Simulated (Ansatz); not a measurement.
## CaSe (rocksalt) under strain

CaSe in the rocksalt structure, relaxed with r2SCAN in Ansatz. It is cubic, Fm-3m (No. 225); conventional cell a = 5.935 Å, 26.13 Å³ an atom. Around Ca lie 6 Se at 2.97 Å; around Se lie 6 Ca at 2.97 Å.

The axes x, y and z are those of this cell:
```xyz
2
Lattice="0.0000 2.9675 2.9675 2.9675 0.0000 2.9675 2.9675 2.9675 0.0000" Properties=species:S:1:pos:R:3 pbc="T T T"
Ca    0.0000    0.0000    0.0000
Se    2.9675    2.9675    2.9675
```

Unstrained: PBE gives an indirect gap of 2.057 eV, from Γ to X; the least direct gap is 2.980 eV at X. The r2SCAN gap is indirect, 2.518 eV (Γ to X), below the direct gap of 3.458 eV at X. HSE06 gives an indirect gap of 2.999 eV, from Γ to X; the least direct gap is 4.032 eV at X. Meshes: PBE 8×8×8, r2SCAN 8×8×8, HSE06 6×6×6. Strains are changes of length per length. After each strain the atoms were relaxed again with r2SCAN within the symmetry that the strain leaves, so tilts or polar shifts that break it weren't tested; points keep the names that they have in the unstrained zone. Calculated for a static, non-magnetic cell.

Changes of the least gap in eV (an overlap counts as a negative gap):
```csv
strain,volume change (%),space group,PBE,r2SCAN,HSE06,G0W0@PBE (mesh),"energy rise, r2SCAN (meV/atom)"
"epitaxial +1.0 % in the xy plane, free normal strain -0.34 %",+1.7,I4/mmm,+0.030,+0.028,+0.033,+0.04,2.1
"epitaxial +5.0 % in the plane normal to [111], free normal strain -3.57 %",+6.3,R-3m,-0.175,-0.188,-0.184,-0.16,37.6
uniaxial +2.0 % along z,+2.0,I4/mmm,+0.041,+0.039,+0.042,+0.05,3.5
uniaxial -2.0 % along x,-2.0,I4/mmm,-0.062,-0.066,-0.063,-0.09,4.1
"epitaxial +2.0 % in the xy plane, free normal strain -0.68 %",+3.3,I4/mmm,+0.061,+0.058,+0.063,+0.07,7.9
```
Unstrained, G0W0@PBE with 218 empty bands, a screening cutoff of 150 eV and a 4×4×4 mesh gives 3.70 eV on its mesh; the band count follows the volume. G0W0 values are finite-basis, finite-mesh values.

Epitaxial +1.0 % in the xy plane, free normal strain -0.34 %. HSE06: the gap goes from 2.999 to 3.032 eV (+0.033 eV). Stress change with r2SCAN, compression positive: xx -1.21, yy -1.21, zz +0.01 GPa.

Epitaxial +5.0 % in the plane normal to [111], free normal strain -3.57 %. HSE06: the gap goes from 2.999 to 2.815 eV (-0.184 eV); with r2SCAN the top three valence levels at Γ, degenerate before, become 1+2 from the top over 424 meV. Stress change with r2SCAN, compression positive: xx -2.87, yy -2.87, zz -2.87, xy +1.44, xz +1.44, yz +1.44 GPa.

Uniaxial +2.0 % along z, other directions held. HSE06: the gap goes from 2.999 to 3.041 eV (+0.042 eV). Stress change with r2SCAN, compression positive: xx -0.39, yy -0.39, zz -2.05 GPa.

Uniaxial -2.0 % along x, other directions held. HSE06: the gap goes from 2.999 to 2.936 eV (-0.063 eV); the X points, equivalent before, split by 16 meV, and the conduction bottom lies at those like (0, 1/2, 1/2); with r2SCAN the top three valence levels at Γ, degenerate before, become 1+2 from the top over 12 meV. Stress change with r2SCAN, compression positive: xx +2.63, yy +0.41, zz +0.41 GPa.

Epitaxial +2.0 % in the xy plane, free normal strain -0.68 %. HSE06: the gap goes from 2.999 to 3.062 eV (+0.063 eV); the X points, equivalent before, split by 21 meV, and the conduction bottom lies at those like (1/2, 1/2, 0). Stress change with r2SCAN, compression positive: xx -2.27, yy -2.27, zz +0.01 GPa.

Spin-orbit coupling is left out.

The meshes of the hybrids are coarse, so their gaps aren't converged to the digits shown.

The splittings at Γ are without spin-orbit coupling, which regroups them where it is of like size or larger.
